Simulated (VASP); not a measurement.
## AgBr (strained database structure), PBE single-point calculation: Ansatz's output and VASP's

```
CELL_PARAMETERS angstrom
4.17969 0.00000 0.04235
0.00000 4.17947 0.00000
-0.05891 0.00000 5.90729
ATOMIC_POSITIONS crystal
Ag 0.74997 0.75000 0.74998
Ag 0.25003 0.25000 0.25002
Br 0.24998 0.25000 0.75000
Br 0.75002 0.75000 0.25000
```

Ansatz printed

```
SCF 1 converged in 6 iterations: F = -20748.717644 eV  dr2 = 3.23e-8
  greatest PAW one-centre occupation: 1.000 electrons in one spin orbital (limit 2), on the Ag atom at site 1 (counted from 0), in its partial waves of l = 0
NSCF: frozen V_eff on 8 k-points
SCF converged after 6 iterations
Free energy (F): -20748.717644 eV
Harris-Foulkes:  -20748.717644 eV  (|F-HF|=7.31e-9)
Internal energy: -20748.717644 eV  (E = F + TS)
E sigma→0 (E₀):  -20748.717644 eV
Fermi energy:    7.177030 eV
--- Per-component energies (eV) ---
  E_band       = -779.070548
  E_kinetic    = 1320.496578
  E_local      = -6904.881295  (includes V_loc(G=0)·N_el)
  E_nonlocal   = 307.908973
  E_hartree    = 3012.072594
  E_xc         = -893.345324
  E_vxc        = -669.694616  (∫ρ·V_xc dr)
  E_paw        = -12304.471925  (= ΣΔE_a)
  E_vpaw       = -857.033095  (= ΣTr[D̂ρ^β])
  E_aug_tail   = 0.000613  (compensation charges beyond the density's cutoff)
  E_ewald      = -5286.497859
  E_smearing   = -0.000000  (= −TS)
  E_closure    = 0.000000  (closes the sum)
  Σ components = -20748.717644   (vs F -20748.717644, Δ=0.00e0)
--- Forces (eV/Å), atoms counted from 1 ---
  atom   1  Ag     0.00003873    -0.00000000     0.00011379
  atom   2  Ag    -0.00003873     0.00000000    -0.00011379
  atom   3  Br     0.00002457    -0.00000000     0.00004082
  atom   4  Br    -0.00002457     0.00000000    -0.00004082
  max |Σ_I F_I| component: 0.00e0 eV/Å
--- Stress (GPa, compression-positive) ---
       -1.235647       0.000000      -0.001231
        0.000000      -1.234023       0.000000
       -0.001231       0.000000      -1.240579
  P = ⅓ Tr σ = -1.2367 GPa (-12.367 kbar)
--- Band table (eV; the first three rows and the last of 56) ---
  k-point 0: bands = ["-83.0191", "-83.0190", "-46.5506", "-46.5499", "-46.5499", "-46.5497", "-46.5495", "-46.5495", "-7.7461", "-7.3736", "3.1396", "4.1305", "4.3425", "4.3429", "4.3433", "4.3434", "4.3444", "4.3936", "4.3942", "4.4728", "4.6721", "4.6721", "4.7222", "5.1711", "5.1731", "5.1735", "7.5067", "8.5763", "14.0109", "15.5263", "16.7447"]
  k-point 1: bands = ["-83.0191", "-83.0191", "-46.5505", "-46.5499", "-46.5499", "-46.5498", "-46.5496", "-46.5495", "-7.6845", "-7.4198", "2.8861", "3.6110", "4.1617", "4.2291", "4.2295", "4.2491", "4.2493", "4.3130", "4.3618", "4.4536", "4.9256", "4.9259", "5.0764", "5.2282", "5.2286", "5.3193", "8.5935", "9.1231", "14.1963", "14.5884", "15.4948"]
  k-point 2: bands = ["-83.0191", "-83.0191", "-46.5502", "-46.5502", "-46.5497", "-46.5497", "-46.5497", "-46.5497", "-7.5445", "-7.5445", "2.9152", "2.9153", "4.1549", "4.1551", "4.1552", "4.1553", "4.2372", "4.2372", "4.4075", "4.4076", "5.1861", "5.1864", "5.1865", "5.1867", "5.3408", "5.3413", "9.9351", "9.9351", "13.4982", "13.4986", "14.7691"]
  k-point 55: bands = ["-83.0191", "-83.0191", "-46.5502", "-46.5502", "-46.5502", "-46.5502", "-46.5501", "-46.5501", "-7.3513", "-7.3513", "3.1341", "3.1341", "3.4160", "3.4160", "3.4162", "3.4162", "4.6589", "4.6589", "4.6723", "4.6723", "4.7878", "4.7878", "4.7882", "4.7882", "5.4988", "5.4988", "10.4732", "10.4732", "13.9273", "13.9273", "14.4540"]
```

The two codes use different PAW datasets and cutoffs. VASP's cell holds 36 valence electrons and Ansatz's 52. Ansatz's stress includes a Pulay correction; VASP's doesn't.

What does VASP give for the same cell and level of theory?

gap between bands v and c 0.70 eV; least direct gap 2.33 eV; pressure -1.3 GPa.

From OUTCAR

```
k-points           NKPTS =     56   k-points in BZ     NKDIM =     56   number of bands    NBANDS=     26

   NELECT =      36.0000    total number of electrons

   dimension x,y,z NGX =    32 NGY =   32 NGZ =   48
   dimension x,y,z NGXF=    64 NGYF=   64 NGZF=   96

  energy-cutoff  :      520.00
  volume of cell :      103.20
      direct lattice vectors                 reciprocal lattice vectors
     4.179687511  0.000000000  0.042349222     0.239228166  0.000000000  0.002385486
     0.000000000  4.179471484  0.000000000     0.000000000  0.239264702  0.000000000
    -0.058905124  0.000000000  5.907293469    -0.001715020  0.000000000  0.169265160

 k-points in reciprocal lattice and weights: KPOINTS created by Atomic Simulation Env
   0.00000000  0.00000000  0.00000000       0.007
   0.16666667  0.00000000  0.00000000       0.014
   0.33333333  0.00000000  0.00000000       0.014
   0.50000000  0.00000000  0.00000000       0.007
   0.00000000  0.16666667  0.00000000       0.014
   0.16666667  0.16666667  0.00000000       0.028
   0.33333333  0.16666667  0.00000000       0.028
   0.50000000  0.16666667  0.00000000       0.014
   ...

 E-fermi :   2.9721

 k-point     1 :       0.0000    0.0000    0.0000
  band No.  band energies     occupation
      1     -11.9496      2.00000
      2     -11.5769      2.00000
      3      -1.0652      2.00000
      4      -0.0735      2.00000
      5       0.1388      2.00000
      6       0.1391      2.00000
      7       0.1391      2.00000
      8       0.1393      2.00000
      9       0.1403      2.00000
     10       0.1891      2.00000
     11       0.1898      2.00000
     12       0.2691      2.00000
     13       0.4678      2.00000
     14       0.4678      2.00000
     15       0.5180      2.00000
     16       0.9667      2.00000
     17       0.9687      2.00000
     18       0.9691      2.00000
     19       3.3014      0.00000
     20       4.3714      0.00000
     21       9.8048      0.00000
     22      11.3214      0.00000
     23      12.5311      0.00000
     24      12.5327      0.00000
     25      12.5345      0.00000
     26      13.2238      0.00000

 k-point     2 :       0.1667    0.0000    0.0000
  band No.  band energies     occupation
      1     -11.8944      2.00000
      2     -11.5677      2.00000
      3      -1.0111      2.00000
      4      -0.6382      2.00000
      5      -0.4618      2.00000
      6      -0.3162      2.00000
      7      -0.3116      2.00000
      8      -0.0058      2.00000
      9       0.1649      2.00000
     10       0.1935      2.00000
     11       0.1939      2.00000
     12       0.4497      2.00000
     13       0.5416      2.00000
     14       0.7416      2.00000
     15       0.7632      2.00000
     16       1.0237      2.00000
     17       1.1107      2.00000
     18       1.5551      2.00000
     19       4.2229      0.00000
     20       5.0003      0.00000
     21       9.7260      0.00000
     22      10.9915      0.00000
     23      11.3215      0.00000
     24      11.5129      0.00000
     25      12.2648      0.00000
     26      12.3205      0.00000

 k-point     3 :       0.3333    0.0000    0.0000
  band No.  band energies     occupation
      1     -11.7618      2.00000
      2     -11.5683      2.00000
      3      -1.3520      2.00000
      4      -1.1529      2.00000
      5      -0.8789      2.00000
      6      -0.8538      2.00000
      7      -0.7869      2.00000
      8      -0.3037      2.00000
      9       0.2326      2.00000
     10       0.3045      2.00000
     11       0.3199      2.00000
     12       0.3972      2.00000
     13       0.7316      2.00000
     14       0.7655      2.00000
     15       0.8297      2.00000
     16       1.0554      2.00000
     17       1.9966      2.00000
     18       2.2971      2.00000
     19       5.8079      0.00000
     20       6.2877      0.00000
     21       8.8924      0.00000
     22       9.5486      0.00000
     23      10.3084      0.00000
     24      10.3736      0.00000
     25      10.6803      0.00000
     26      10.9160      0.00000

 ...

  Total       -0.8228286     -0.8217614     -0.8262787      0.0000000      0.0000000     -0.0008111
  in kB      -12.7738666    -12.7572979    -12.8274265      0.0000000      0.0000000     -0.0125910
  external PRESSURE =     -12.7861970 kB  Pullay stress =       0.0000000 kB

 POSITION                                       TOTAL-FORCE (eV/Angst)
 -----------------------------------------------------------------------------------
      3.09047      3.13460      4.46210         0.000043      0.000000      0.000116
      1.03031      1.04487      1.48754        -0.000043      0.000000     -0.000116
      1.00068      1.04487      4.44108         0.000026      0.000000      0.000039
      3.12010      3.13460      1.50856        -0.000026      0.000000     -0.000039
 -----------------------------------------------------------------------------------
    total drift:                                0.000000     -0.000000      0.000000

  FREE ENERGIE OF THE ION-ELECTRON SYSTEM (eV)
  ---------------------------------------------------
  free  energy   TOTEN  =        -9.9852675387 eV

  energy  without entropy=       -9.9852675380  energy(sigma->0) =       -9.98526754
```
